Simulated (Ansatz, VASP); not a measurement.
**Sr: VASP beside Ansatz**

```
Sr
1.0
     0.00000    2.98024    2.98024
     2.98024    0.00000    2.98024
     2.98024    2.98024    0.00000
Sr
1
Direct
  0.00000 0.00000 0.00000
```

Change from the starting cell: volume scaled by 0.94, crystal datasets.

Alike in both runs: task electric field gradients; functional LDA; k mesh 10 × 10 × 10; occupations fermi-dirac, width 0.08 eV; no spin polarisation.

|  | VASP | Ansatz |
| --- | --- | --- |
| version | VASP 6.6.1 | Ansatz 0.2.0 |
| potentials or method | VASP PAW LDA potentials, release 64 (Sr_sv), cutoff 520 eV | all-electron PAW with datasets made for the crystal, scalar-relativistic |

|  | VASP | Ansatz | Ansatz less VASP |
| --- | --- | --- | --- |
| pressure (GPa) | -1.0 | -1.0 | 0.00 |
| Vzz of the field gradient on the site that differs most (V/Å²) | 0.0 | 0.0 | 0.00 |

Ansatz ran all-electron here, so the differences hold the error of VASP's frozen core and of both bases. Ansatz warned: «gradients_without_spin_orbit».
